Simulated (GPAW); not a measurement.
CuI in GPAW: convergence with smearing width (eV)

Input of the first run (smearing width (eV) 0.5); the others differ in this setting and in those tied to it:

File run.py:

```python
from ase.dft.bandgap import bandgap
from ase.io import read, write
from ase.units import GPa
from gpaw import GPAW, PW

atoms = read('POSCAR')

calc = GPAW(mode=PW(600),
            xc='PBE',
            kpts={'size': (3, 3, 4), 'gamma': True},
            occupations={'name': 'fermi-dirac', 'width': 0.5},
            nbands=34,
            convergence={'density': 1e-05, 'energy': 1e-05},
            maxiter=100,
            txt='gpaw.txt')
atoms.calc = calc
energy = atoms.get_potential_energy()
forces = atoms.get_forces()
stress = atoms.get_stress()
calc.write('gs.gpw')
write('result.traj', atoms)
print(f'Energy: {energy:.6f} eV')
print('Forces (eV/A):')
print(forces.round(4))
print('Stress (GPa):', (stress / GPa).round(3))
print('Fermi level:', round(calc.get_fermi_level(), 4), 'eV')
print(f'Gap: {bandgap(calc)[0]:.4f} eV, direct: {bandgap(calc, direct=True)[0]:.4f} eV')
```

Contents of POSCAR:

```
CuI
1.0
    3.7331675900     -3.7110863700      0.0000000000
    3.7331675900      3.7110863700      0.0000000000
    0.0000000000      0.0000000000      4.3069976700
I Cu
2 2
Direct
    0.2299573200      0.7700426800      0.2500000000
    0.7700426800      0.2299573200      0.7500000000
    0.5795611700      0.4204388300      0.2500000000
    0.4204388300      0.5795611700      0.7500000000
```

Potentials or basis: GPAW PAW data sets (gpaw-data 1.2.1), pw.

Run with:

```sh
$ OMP_NUM_THREADS=1 python run.py
```

Measurements of this composition are mostly on another form, of space group No. 216.

Hardware: 1 thread of Arm Neoverse V2, on a shared host.

| smearing width (eV) | energy less the tightest run, at zero smearing (meV/atom) | pressure (GPa) | largest force (eV/Å) | gap on the mesh (eV) | SCF cycles | CPU time (s) | peak memory (GiB) |
| --- | --- | --- | --- | --- | --- | --- | --- |
| 0.5 | 43.64 | 2.43 | 0.470 | 1.095 | 11 | 30 | 0.21 |
| 0.3 | 5.24 | 2.02 | 0.338 | 1.038 | 11 | 29 | 0.21 |
| 0.2 | 0.97 | 1.98 | 0.317 | 1.027 | 11 | 30 | 0.21 |
| 0.15 | 0.33 | 1.97 | 0.312 | 1.024 | 11 | 30 | 0.21 |
| 0.1 | 0.05 | 1.96 | 0.309 | 1.023 | 11 | 30 | 0.21 |
| 0.05 | 0.00 | 1.96 | 0.308 | 1.022 | 11 | 30 | 0.21 |
| 0.025 | 0.00 | 1.96 | 0.308 | 1.022 | 11 | 31 | 0.21 |
| 0.01 | 0.00 | 1.96 | 0.308 | 1.022 | 11 | 31 | 0.21 |

Against the tightest run, the energy stays within 1 meV/atom from 0.2 on; the pressure stays within 0.1 GPa from 0.3 on; the largest force stays within 0.005 eV/Å from 0.15 on; the gap on the mesh stays within 0.01 eV from 0.2 on. The tightest run that finished is the yardstick and may itself not be fully converged.

Caveat, for the tightest run too: the k mesh is coarse; with this Cu data set, volumes or pressures lay over 1.5 % or 2 GPa off other programs in two to four cells of ten; spin-orbit coupling is left out, which moves the levels of the heavy elements.
